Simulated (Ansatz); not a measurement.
**RbCl: levels along high-symmetry lines**

```
Rb Cl
1.0
     0.00000    3.34896    3.34896
     3.34896    0.00000    3.34896
     3.34896    3.34896    0.00000
Rb Cl
1 1
Direct
  0.00000 0.00000 0.00000
  0.50000 0.50000 0.50000
```

Atoms are numbered in the order listed.

The structure comes from a relaxation in the same program, started in the rocksalt type, and has space group Fm-3m. Whether it is a known phase or the ground state wasn't checked.

Level of theory: DFT, PBE, all-electron LAPW, scalar-relativistic in Ansatz 0.2.0.

The runs use a Γ-centred 10×10×10 k mesh, Fermi–Dirac smearing of 0.05 eV, basis error target 1 meV/atom, no spin polarisation.

Points in fractions of the reciprocal vectors of this cell: Γ (0, 0, 0), X (0.5, 0, 0.5), U (0.625, 0.25, 0.625), K (0.375, 0.375, 0.75), L (0.5, 0.5, 0.5), W (0.5, 0.25, 0.75). The path joins them by straight lines in the order Γ–X–U–K–Γ–L–W–X; legs that retrace an earlier one aren't tabulated. Energies are in eV from the top of the valence band.

**Question.** Metal or insulator at this level of theory?

**Answer.** An insulator or semiconductor: gap 4.84 eV, direct at Γ.

**Question.** Tabulate bands 17 to 21, counted from the lowest band of the run, along the path.

**Answer.** 
| k (1/Å) | point | band 17 | band 18 | band 19 | band 20 | band 21 |
| --- | --- | --- | --- | --- | --- | --- |
| 0.00 | Γ | 0.00 | 0.00 | 0.00 | 4.84 | 7.95 |
| 0.13 |  | -0.09 | -0.01 | -0.01 | 4.99 | 7.80 |
| 0.27 |  | -0.27 | -0.03 | -0.03 | 5.37 | 7.46 |
| 0.40 |  | -0.43 | -0.05 | -0.05 | 5.88 | 7.07 |
| 0.54 |  | -0.49 | -0.08 | -0.08 | 6.44 | 6.72 |
| 0.67 |  | -0.45 | -0.09 | -0.09 | 6.46 | 7.02 |
| 0.80 |  | -0.36 | -0.10 | -0.10 | 6.29 | 7.56 |
| 0.94 | X | -0.32 | -0.10 | -0.10 | 6.24 | 7.82 |
| 0.99 |  | -0.32 | -0.11 | -0.11 | 6.25 | 7.85 |
| 1.03 |  | -0.32 | -0.13 | -0.11 | 6.30 | 7.91 |
| 1.08 |  | -0.31 | -0.16 | -0.13 | 6.37 | 8.01 |
| 1.13 |  | -0.31 | -0.21 | -0.14 | 6.48 | 8.15 |
| 1.17 |  | -0.30 | -0.26 | -0.16 | 6.60 | 8.33 |
| 1.22 |  | -0.31 | -0.29 | -0.18 | 6.75 | 8.53 |
| 1.27 | U | -0.37 | -0.28 | -0.20 | 6.91 | 8.53 |
| 1.35 |  | -0.40 | -0.27 | -0.21 | 7.03 | 8.35 |
| 1.43 |  | -0.43 | -0.26 | -0.22 | 7.22 | 8.07 |
| 1.52 |  | -0.45 | -0.25 | -0.24 | 7.47 | 7.76 |
| 1.60 |  | -0.45 | -0.25 | -0.24 | 7.47 | 7.76 |
| 1.68 |  | -0.43 | -0.26 | -0.22 | 7.22 | 8.07 |
| 1.76 |  | -0.40 | -0.27 | -0.21 | 7.03 | 8.35 |
| 1.84 | K | -0.37 | -0.28 | -0.20 | 6.91 | 8.53 |
| 1.99 |  | -0.53 | -0.26 | -0.24 | 7.35 | 8.08 |
| 2.13 |  | -0.61 | -0.28 | -0.19 | 7.30 | 7.75 |
| 2.27 |  | -0.59 | -0.26 | -0.13 | 6.76 | 7.58 |
| 2.41 |  | -0.46 | -0.19 | -0.08 | 6.09 | 7.56 |
| 2.55 |  | -0.26 | -0.10 | -0.04 | 5.46 | 7.68 |
| 2.70 |  | -0.08 | -0.03 | -0.01 | 5.01 | 7.86 |
| 2.84 | Γ | 0.00 | 0.00 | 0.00 | 4.84 | 7.95 |
| 2.96 |  | -0.05 | -0.02 | -0.02 | 4.95 | 7.90 |
| 3.07 |  | -0.18 | -0.06 | -0.06 | 5.28 | 7.80 |
| 3.19 |  | -0.35 | -0.12 | -0.12 | 5.76 | 7.72 |
| 3.30 |  | -0.52 | -0.18 | -0.18 | 6.33 | 7.70 |
| 3.42 |  | -0.66 | -0.24 | -0.24 | 6.90 | 7.73 |
| 3.54 |  | -0.75 | -0.28 | -0.28 | 7.36 | 7.78 |
| 3.65 | L | -0.78 | -0.29 | -0.29 | 7.56 | 7.78 |
| 3.75 |  | -0.77 | -0.29 | -0.29 | 7.57 | 7.78 |
| 3.84 |  | -0.71 | -0.28 | -0.28 | 7.58 | 7.76 |
| 3.94 |  | -0.64 | -0.27 | -0.27 | 7.59 | 7.73 |
| 4.03 |  | -0.55 | -0.26 | -0.26 | 7.59 | 7.69 |
| 4.13 |  | -0.47 | -0.25 | -0.24 | 7.59 | 7.64 |
| 4.22 |  | -0.41 | -0.24 | -0.24 | 7.59 | 7.60 |
| 4.31 | W | -0.39 | -0.24 | -0.24 | 7.59 | 7.59 |
| 4.38 |  | -0.38 | -0.26 | -0.21 | 7.26 | 7.93 |
| 4.45 |  | -0.34 | -0.28 | -0.19 | 6.97 | 8.28 |
| 4.52 |  | -0.29 | -0.28 | -0.16 | 6.72 | 8.39 |
| 4.58 |  | -0.31 | -0.22 | -0.14 | 6.51 | 8.17 |
| 4.65 |  | -0.31 | -0.16 | -0.12 | 6.36 | 7.99 |
| 4.72 |  | -0.32 | -0.12 | -0.11 | 6.27 | 7.87 |
| 4.78 | X | -0.32 | -0.10 | -0.10 | 6.24 | 7.82 |
